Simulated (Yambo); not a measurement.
Input of a Yambo 5.3.0 run:

Contents of optics1.in:

```
optics
chi
Chimod= "HARTREE"
% BndsRnXd
 1 | 33 |
%
NGsBlkXd= 3 Ry
% LongDrXd
 1 | 0 | 0 |
%
% QpntsRXd
 1 | 1 |
%
% EnRngeXd
 0 | 20 | eV
%
% DmRngeXd
 0.1 | 0.1 | eV
%
ETStpsXd= 200
```

The input scf.in:

```
&CONTROL
  calculation = 'scf'
  prefix = 'pwscf'
  outdir = './tmp'
  pseudo_dir = './pseudo'
/
&SYSTEM
  ibrav = 0
  nat = 2
  ntyp = 2
  ecutwfc = 70
  nbnd = 14
  occupations = 'smearing'
  smearing = 'fd'
  degauss = 0.00367493
  force_symmorphic = .true.
/
&ELECTRONS
  conv_thr = 4d-10
  electron_maxstep = 120
  mixing_beta = 0.5
/
ATOMIC_SPECIES
Al    26.9815 Al_ONCV_PBE-1.2.upf
N     14.0070 N_ONCV_PBE-1.2.upf
CELL_PARAMETERS angstrom
   0.0000000000    2.1839935596    2.1839935596
   2.1839935596    0.0000000000    2.1839935596
   2.1839935596    2.1839935596    0.0000000000
ATOMIC_POSITIONS crystal
Al     0.0000000000    0.0000000000    0.0000000000
N      0.2500000000    0.2500000000    0.2500000000
K_POINTS automatic
10 10 10 0 0 0
```

nscf.in

```
&CONTROL
  calculation = 'nscf'
  prefix = 'pwscf'
  outdir = './tmp'
  pseudo_dir = './pseudo'
/
&SYSTEM
  ibrav = 0
  nat = 2
  ntyp = 2
  ecutwfc = 70
  nbnd = 128
  occupations = 'fixed'
  force_symmorphic = .true.
/
&ELECTRONS
  conv_thr = 1d-08
  diago_full_acc = .true.
  diago_thr_init = 1d-06
/
ATOMIC_SPECIES
Al    26.9815 Al_ONCV_PBE-1.2.upf
N     14.0070 N_ONCV_PBE-1.2.upf
CELL_PARAMETERS angstrom
   0.0000000000    2.1839935596    2.1839935596
   2.1839935596    0.0000000000    2.1839935596
   2.1839935596    2.1839935596    0.0000000000
ATOMIC_POSITIONS crystal
Al     0.0000000000    0.0000000000    0.0000000000
N      0.2500000000    0.2500000000    0.2500000000
K_POINTS automatic
6 6 6 0 0 0
```

Potentials or basis: SG15 PBE 1.2.

The run is started by

```console
$ OMP_NUM_THREADS=1 pw.x -in scf.in > scf.out
$ OMP_NUM_THREADS=1 pw.x -in nscf.in > nscf.out
$ cd tmp/pwscf.save; p2y; mv SAVE ../..; cd ../..
$ OMP_NUM_THREADS=1 yambo
$ OMP_NUM_THREADS=1 yambo -F optics1.in -J optics1 -C optics1_out
```

Problem. What does it give for the electronic dielectric constant along the field?

Solution. 4.50.

Problem. Estimate the electronic dielectric constant along the field, independent particles.

Solution. 4.82.

Problem. Estimate the band gap on the k mesh, mean-field level.

Solution. 3.34 eV, indirect (least direct gap 4.20 eV).

Dielectric function (along the field direction of the input):
| energy (eV) | real part | imaginary part |
| --- | --- | --- |
| 0.30 | 4.51 | 0.04 |
| 0.90 | 4.55 | 0.04 |
| 1.61 | 4.65 | 0.05 |
| 2.31 | 4.83 | 0.06 |
| 3.02 | 5.15 | 0.08 |
| 3.62 | 5.66 | 0.15 |
| 4.32 | 5.01 | 1.02 |
| 5.03 | 7.85 | 1.50 |
| 5.73 | 9.22 | 5.73 |
| 6.33 | 1.57 | 8.02 |
| 7.04 | 8.89 | 3.59 |
| 7.74 | 1.41 | 5.83 |
| 8.44 | -0.64 | 2.14 |
| 9.05 | 2.82 | 1.61 |
| 9.75 | 1.56 | 3.82 |
| 10.45 | 2.65 | 2.07 |
| 11.16 | 3.74 | 5.43 |
| 11.76 | 0.91 | 7.79 |
| 12.46 | -0.69 | 3.15 |
| 13.17 | -0.16 | 4.64 |
| 13.87 | 0.07 | 4.57 |
| 14.47 | -1.01 | 2.38 |
| 15.18 | -2.34 | 1.74 |
| 15.88 | -1.22 | 1.91 |
| 16.58 | -1.13 | 0.46 |
| 17.19 | -0.72 | 0.68 |
| 17.89 | 0.03 | 1.14 |
| 18.59 | -0.72 | 0.80 |
| 19.30 | -0.47 | 0.56 |
| 20.00 | -0.10 | 0.23 |

Caveat: spectra need much finer meshes, so this one isn't converged; these spectra lack excitons. As with any semilocal functional, this PBE gap is likely too small.
